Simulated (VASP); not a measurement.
Level of theory: PBEsol GGA, VASP's PBE PAW potentials (set 64) (plane waves; VASP).

Input for VASP

File KPOINTS:
```
Automatic mesh
0
Gamma
11 11 11
0 0 0
```

POSCAR:
```
ZnTe
1
   -0.0000000000     3.0324034431     3.0324034431
    3.0324034431     0.0000000000     3.0324034431
    3.0324034431     3.0324034431    -0.0000000000
Zn Te
1 1
Direct
  0.0000000000   0.0000000000   0.0000000000
  0.2500000000   0.2500000000   0.2500000000
```

### INCAR
```
SYSTEM = ZnTe
PREC = Accurate; ENCUT = 400; LREAL = .FALSE.
LASPH = .TRUE.
EDIFF = 1E-8; NELM = 100; ALGO = Normal
LMAXMIX = 4
ISMEAR = 0; SIGMA = 0.01
GGA = PS
IBRION = 8; NSW = 1
LWAVE = .FALSE.; LCHARG = .FALSE.
LEPSILON = .TRUE.
```

POTCAR, in this order: Zn Te (PBE.64 set). Program: vasp_std.

Output of the run:

OSZICAR:
```
...
RMM:   3    -0.742507307086E+00   -0.80786E-03   -0.50240E-04  2445   0.137E-01
RMM:   4    -0.742551734883E+00   -0.44428E-04   -0.13722E-04  2525   0.356E-02
RMM:   5    -0.742552333290E+00   -0.59841E-06   -0.28078E-05  2540   0.128E-02
RMM:   6    -0.742552916911E+00   -0.58362E-06   -0.56389E-06  2468   0.519E-03
RMM:   7    -0.742552901502E+00    0.15409E-07   -0.16316E-06  2199   0.229E-03
RMM:   8    -0.742552871469E+00    0.30033E-07   -0.22423E-07  1681   0.100E-03
RMM:   9    -0.742552869638E+00    0.18305E-08   -0.61623E-08  1450   0.451E-04
 Linear response to external field, progress :
  Direction:   1
       N       E                     dE             d eps       ncg     rms          rms(c)
RMM:   1    -0.125136537008E+01   -0.12514E+01   -0.49974E+00  8749   0.410E+00
RMM:   2    -0.134743616110E+01   -0.96071E-01   -0.28254E-02  9553   0.887E-01    0.223E+00
RMM:   3    -0.129985941373E+01    0.47577E-01   -0.39718E-02  9014   0.117E+00    0.125E+00
RMM:   4    -0.134069292235E+01   -0.40834E-01   -0.58982E-02  9414   0.134E+00    0.165E-01
RMM:   5    -0.135436925346E+01   -0.13676E-01   -0.31719E-03  9541   0.325E-01    0.340E-02
RMM:   6    -0.135850679411E+01   -0.41375E-02   -0.22322E-04  9765   0.819E-02    0.186E-02
RMM:   7    -0.135940253814E+01   -0.89574E-03   -0.41209E-05  9656   0.276E-02    0.703E-03
RMM:   8    -0.135947277363E+01   -0.70235E-04   -0.96570E-06  9194   0.915E-03    0.262E-03
RMM:   9    -0.135947527372E+01   -0.25001E-05   -0.29934E-06  9960   0.315E-03    0.114E-03
RMM:  10    -0.135949075694E+01   -0.15483E-04   -0.61169E-07  9878   0.102E-03    0.257E-04
RMM:  11    -0.135949040802E+01    0.34892E-06   -0.13884E-07  8602   0.399E-04    0.799E-05
RMM:  12    -0.135948919442E+01    0.12136E-05    0.19544E-08  6238   0.149E-04    0.183E-05
RMM:  13    -0.135948894020E+01    0.25422E-06   -0.26857E-08  4062   0.803E-05    0.171E-05
RMM:  14    -0.135948870003E+01    0.24017E-06   -0.30924E-09  2931   0.618E-05    0.234E-06
 Linear response to external field, progress :
  Direction:   2
       N       E                     dE             d eps       ncg     rms          rms(c)
RMM:   1    -0.125149743240E+01   -0.12515E+01   -0.49987E+00  8751   0.410E+00
RMM:   2    -0.134743464428E+01   -0.95937E-01   -0.28224E-02  9552   0.887E-01    0.223E+00
RMM:   3    -0.129985772938E+01    0.47577E-01   -0.39701E-02  9010   0.117E+00    0.125E+00
RMM:   4    -0.134067511288E+01   -0.40817E-01   -0.58824E-02  9415   0.134E+00    0.165E-01
RMM:   5    -0.135436731271E+01   -0.13692E-01   -0.31035E-03  9542   0.325E-01    0.340E-02
RMM:   6    -0.135850293083E+01   -0.41356E-02   -0.20100E-04  9770   0.819E-02    0.186E-02
RMM:   7    -0.135940095260E+01   -0.89802E-03   -0.34982E-05  9642   0.276E-02    0.705E-03
RMM:   8    -0.135947093868E+01   -0.69986E-04   -0.71829E-06  9210   0.914E-03    0.261E-03
RMM:   9    -0.135947362114E+01   -0.26825E-05   -0.24335E-06  9961   0.315E-03    0.113E-03
RMM:  10    -0.135948921042E+01   -0.15589E-04   -0.49206E-07  9884   0.102E-03    0.256E-04
RMM:  11    -0.135948886247E+01    0.34796E-06   -0.14265E-07  8587   0.401E-04    0.790E-05
RMM:  12    -0.135948763887E+01    0.12236E-05   -0.15494E-08  6226   0.152E-04    0.190E-05
RMM:  13    -0.135948740302E+01    0.23585E-06   -0.30592E-08  4071   0.806E-05    0.169E-05
RMM:  14    -0.135948715063E+01    0.25239E-06   -0.90226E-09  2907   0.614E-05    0.198E-06
 Linear response to external field, progress :
  Direction:   3
       N       E                     dE             d eps       ncg     rms          rms(c)
RMM:   1    -0.125149079087E+01   -0.12515E+01   -0.49986E+00  8751   0.410E+00
RMM:   2    -0.134734283871E+01   -0.95852E-01   -0.27535E-02  9550   0.886E-01    0.223E+00
RMM:   3    -0.129985278662E+01    0.47490E-01   -0.39667E-02  9008   0.117E+00    0.125E+00
RMM:   4    -0.134067441593E+01   -0.40822E-01   -0.58827E-02  9412   0.134E+00    0.165E-01
RMM:   5    -0.135436811844E+01   -0.13694E-01   -0.31044E-03  9541   0.325E-01    0.340E-02
RMM:   6    -0.135850310917E+01   -0.41350E-02   -0.20186E-04  9767   0.819E-02    0.186E-02
RMM:   7    -0.135940093752E+01   -0.89783E-03   -0.34951E-05  9644   0.276E-02    0.705E-03
RMM:   8    -0.135947106536E+01   -0.70128E-04   -0.71463E-06  9199   0.915E-03    0.261E-03
RMM:   9    -0.135947367183E+01   -0.26065E-05   -0.24507E-06  9962   0.315E-03    0.113E-03
RMM:  10    -0.135948925537E+01   -0.15584E-04   -0.50015E-07  9880   0.102E-03    0.259E-04
RMM:  11    -0.135948895931E+01    0.29607E-06   -0.11798E-07  8600   0.399E-04    0.803E-05
RMM:  12    -0.135948773541E+01    0.12239E-05   -0.10719E-08  6247   0.147E-04    0.182E-05
RMM:  13    -0.135948747797E+01    0.25744E-06   -0.17839E-08  4066   0.807E-05    0.180E-05
RMM:  14    -0.135948724391E+01    0.23406E-06   -0.47166E-09  2944   0.616E-05    0.230E-06
 Linear response DOF=           2
 Linear response progress:
  Degree of freedom:   1/  2
       N       E                     dE             d eps       ncg     rms          rms(c)
RMM:   1    -0.211832458685E+00   -0.21183E+00   -0.18142E-02  8245   0.214E+00
RMM:   2    -0.210495627430E+00    0.13368E-02   -0.14433E-03  8364   0.340E-01    0.870E-02
RMM:   3    -0.210267957294E+00    0.22767E-03   -0.51167E-05  9725   0.614E-02    0.480E-02
RMM:   4    -0.210003962856E+00    0.26399E-03   -0.14264E-05  9892   0.312E-02    0.672E-03
RMM:   5    -0.209985917388E+00    0.18045E-04    0.19477E-07 10286   0.607E-03    0.183E-03
RMM:   6    -0.209993126827E+00   -0.72094E-05   -0.41266E-07 10196   0.248E-03    0.398E-04
RMM:   7    -0.209993897847E+00   -0.77102E-06   -0.70116E-08 10448   0.516E-04    0.171E-04
RMM:   8    -0.209993670827E+00    0.22702E-06   -0.16123E-08 10005   0.268E-04    0.164E-05
RMM:   9    -0.209993618185E+00    0.52641E-07   -0.30071E-09 10562   0.667E-05    0.121E-05
RMM:  10    -0.209993685782E+00   -0.67596E-07   -0.96455E-10 10458   0.276E-05    0.619E-06
RMM:  11    -0.209993685037E+00    0.74428E-09   -0.17748E-09 10691   0.116E-05    0.188E-06
 Linear response progress:
  Degree of freedom:   2/  2
       N       E                     dE             d eps       ncg     rms          rms(c)
RMM:   1    -0.462839839004E-01   -0.46284E-01    0.76998E-02 13008   0.141E+00
RMM:   2    -0.466508675554E-01   -0.36688E-03   -0.26898E-03  8808   0.466E-01    0.918E-02
RMM:   3    -0.467621493282E-01   -0.11128E-03   -0.17687E-04  9519   0.115E-01    0.594E-02
RMM:   4    -0.469651413173E-01   -0.20299E-03   -0.26823E-05  9555   0.454E-02    0.546E-03
RMM:   5    -0.469702937594E-01   -0.51524E-05   -0.23050E-06  9743   0.107E-02    0.362E-03
RMM:   6    -0.469671945172E-01    0.30992E-05    0.57867E-08  9551   0.375E-03    0.112E-03
RMM:   7    -0.469645123772E-01    0.26821E-05   -0.21448E-07  9987   0.125E-03    0.720E-04
RMM:   8    -0.469654473420E-01   -0.93496E-06   -0.15990E-08  9839   0.530E-04    0.203E-04
RMM:   9    -0.469653174168E-01    0.12993E-06   -0.18420E-08  9942   0.187E-04    0.544E-05
RMM:  10    -0.469652197756E-01    0.97641E-07    0.27439E-09 10081   0.679E-05    0.244E-05
RMM:  11    -0.469652407835E-01   -0.21008E-07   -0.18069E-09  9652   0.222E-05    0.105E-05
RMM:  12    -0.469652509480E-01   -0.10164E-07   -0.12470E-09  7865   0.842E-06    0.282E-06
RMM:  13    -0.469652482114E-01    0.27365E-08    0.95218E-10  6049   0.366E-06    0.312E-06
 Linear response finished
```

OUTCAR:
```
------------------------ aborting loop because EDIFF is reached ----------------------------------------

 HEAD OF MICROSCOPIC STATIC DIELECTRIC TENSOR (INDEPENDENT PARTICLE, excluding Hartree and local field effects)
 ------------------------------------------------------
           9.751203     0.000000     0.000000
           0.000000     9.751203     0.000000
           0.000000     0.000000     9.751203
 ------------------------------------------------------

 MACROSCOPIC STATIC DIELECTRIC TENSOR (including local field effects in DFT)
 ------------------------------------------------------
           9.221661    -0.000000    -0.000000
           0.000000     9.221661    -0.000000
          -0.000000     0.000000     9.221661
 ------------------------------------------------------

 PIEZOELECTRIC TENSOR (including local field effects)  for field in x, y, z        (e  Angst)
          XX          YY          ZZ          XY          YZ          ZX
  --------------------------------------------------------------------------------
  x     0.00000    -0.00000    -0.00000     0.00000    -2.19461    -0.00000
  y    -0.00000    -0.00000     0.00000     0.00000     0.00000    -2.19461
  z    -0.00000    -0.00000     0.00000    -2.19461     0.00000     0.00000

 PIEZOELECTRIC TENSOR (including local field effects)  for field in x, y, z        (C/m^2)
          XX          YY          ZZ          XY          YZ          ZX
  --------------------------------------------------------------------------------
  x     0.00000    -0.00000    -0.00000     0.00000    -0.63049    -0.00000
  y    -0.00000    -0.00000     0.00000     0.00000     0.00000    -0.63049
  z    -0.00000    -0.00000     0.00000    -0.63049     0.00000     0.00000

 BORN EFFECTIVE CHARGES (including local field effects) (in |e|, cummulative output)
 ---------------------------------------------------------------------------------
 ion    1
    1     1.97503     0.00000     0.00000
    2    -0.00000     1.97503    -0.00000
    3     0.00000     0.00000     1.97503
 ion    2
    1    -1.97503     0.00000     0.00000
    2     0.00000    -1.97503     0.00000
    3    -0.00000    -0.00000    -1.97503

   1 f  =    5.491280 THz    34.502733 2PiTHz  183.169400 cm-1    22.710101 meV
             X         Y         Z           dx          dy          dz
      0.000000  0.000000  0.000000    -0.814820    0.000000    0.000000
      1.516202  1.516202  1.516202     0.579714    0.000000    0.000000

   2 f  =    5.491280 THz    34.502733 2PiTHz  183.169400 cm-1    22.710101 meV
             X         Y         Z           dx          dy          dz
      0.000000  0.000000  0.000000     0.000000    0.000000    0.814820
      1.516202  1.516202  1.516202     0.000000    0.000000   -0.579714

   3 f  =    5.491280 THz    34.502733 2PiTHz  183.169400 cm-1    22.710101 meV
             X         Y         Z           dx          dy          dz
      0.000000  0.000000  0.000000     0.000000    0.814820    0.000000
      1.516202  1.516202  1.516202    -0.000000   -0.579714   -0.000000

   4 f/i=    0.016012 THz     0.100608 2PiTHz    0.534110 cm-1     0.066221 meV
             X         Y         Z           dx          dy          dz
      0.000000  0.000000  0.000000     0.361256    0.446849    0.076739
      1.516202  1.516202  1.516202     0.507765    0.628071    0.107860

   5 f/i=    0.016012 THz     0.100608 2PiTHz    0.534110 cm-1     0.066221 meV
             X         Y         Z           dx          dy          dz
      0.000000  0.000000  0.000000     0.453233   -0.353333   -0.076185
      1.516202  1.516202  1.516202     0.637043   -0.496630   -0.107082

   6 f/i=    0.016012 THz     0.100608 2PiTHz    0.534110 cm-1     0.066221 meV
             X         Y         Z           dx          dy          dz
      0.000000  0.000000  0.000000    -0.011952    0.107471   -0.569540
      1.516202  1.516202  1.516202    -0.016799    0.151057   -0.800519

 MACROSCOPIC STATIC DIELECTRIC TENSOR IONIC CONTRIBUTION
 ------------------------------------------------------
           2.377441     0.000000    -0.000000
           0.000000     2.377441     0.000000
          -0.000000     0.000000     2.377441
 ------------------------------------------------------

 ELASTIC MODULI CONTR FROM IONIC RELAXATION (kBar)
 Direction    XX          YY          ZZ          XY          YZ          ZX
 --------------------------------------------------------------------------------
 XX          -0.0000     -0.0000     -0.0000      0.0000      0.0000      0.0000
 YY          -0.0000     -0.0000     -0.0000      0.0000      0.0000     -0.0000
 ZZ          -0.0000     -0.0000     -0.0000      0.0000      0.0000      0.0000
 XY           0.0000      0.0000      0.0000   -150.2654      0.0000     -0.0000
 YZ           0.0000      0.0000      0.0000      0.0000   -150.2654     -0.0000
 ZX           0.0000     -0.0000      0.0000     -0.0000     -0.0000   -150.2654
 --------------------------------------------------------------------------------

 PIEZOELECTRIC TENSOR IONIC CONTR  for field in x, y, z        (C/m^2)
          XX          YY          ZZ          XY          YZ          ZX
  --------------------------------------------------------------------------------
  x    -0.00000    -0.00000    -0.00000    -0.00000     0.56241     0.00000
  y    -0.00000     0.00000    -0.00000     0.00000     0.00000     0.56241
  z    -0.00000    -0.00000    -0.00000     0.56241    -0.00000     0.00000
```
(Selected blocks of OUTCAR.)

**OUTCAR**
```
 val. band max:        3.2507786875   @ k =   0.0000   0.0000   0.0000

 cond. band min:       4.4945762346   @ k =   0.0000   0.0000   0.0000


 Fermi energy:         3.3384441076

 k-point     1 :       0.0000    0.0000    0.0000
  band No.  band energies     occupation
      1      -8.6874      2.00000
      2      -3.7250      2.00000
      3      -3.7250      2.00000
      4      -3.7250      2.00000
      5      -3.4810      2.00000
      6      -3.4810      2.00000
      7       3.2508      2.00000
      8       3.2508      2.00000
      9       3.2508      2.00000
     10       4.4946      0.00000
     11       7.5838      0.00000
     12       7.5838      0.00000
     13       7.5838      0.00000

 k-point     2 :       0.0909    0.0000    0.0000
  band No.  band energies     occupation
      1      -8.6284      2.00000
      2      -3.7208      2.00000
      3      -3.7196      2.00000
      4      -3.7196      2.00000
      5      -3.4819      2.00000
      6      -3.4819      2.00000
      7       2.3517      2.00000
      8       3.1535      2.00000
      9       3.1535      2.00000
     10       5.1111      0.00000
     11       7.6243      0.00000
     12       7.7338      0.00000
     13       7.7338      0.00000

 k-point     3 :       0.1818    0.0000    0.0000
  band No.  band energies     occupation
      1      -8.4613      2.00000
      2      -3.7051      2.00000
      3      -3.7051      2.00000
      4      -3.7009      2.00000
      5      -3.4831      2.00000
      6      -3.4831      2.00000
      7       1.0210      2.00000
      8       2.9204      2.00000
      9       2.9204      2.00000
     10       5.4275      0.00000
     11       8.0569      0.00000
     12       8.0569      0.00000
     13       8.2444      0.00000

 k-point     4 :       0.2727    0.0000    0.0000
  band No.  band energies     occupation
      1      -8.2203      2.00000
      2      -3.6881      2.00000
      3      -3.6881      2.00000
...
```

The dielectric response may not be converged in the k-mesh; for small gaps it tends to come out too large. Unless said otherwise, spin-orbit coupling is left out, though it shifts the bands of the heavy elements here.

The compound is ZnTe in the zinc blende structure. It was relaxed first.
